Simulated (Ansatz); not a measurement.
# Mo

```
Mo
1.0
     0.00000    2.00105    2.00105
     2.00105    0.00000    2.00105
     2.00105    2.00105    0.00000
Mo
1
Direct
  0.00000 0.00000 0.00000
```

The cell was built from the fcc type and relaxed in the same program, and has space group Fm-3m; it needn't be a known or the stable phase.

Computed with Ansatz 0.2.0, DFT, PBE, all-electron LAPW, scalar-relativistic.

The runs use a Γ-centred 18×18×18 k mesh, Fermi–Dirac smearing of 0.05 eV, basis error target 0.5 meV/atom, no spin polarisation.

| Item | Value |
| --- | --- |
| Pressure at this cell | 0.06 GPa |
| Volume per atom | 16.03 Å³ |

Band gap: what does the calculation give?

none: bands cross the Fermi level, a metal.

Density of states at the Fermi level (0.2 eV bin): what does the calculation give?

1.22 states/eV per cell.
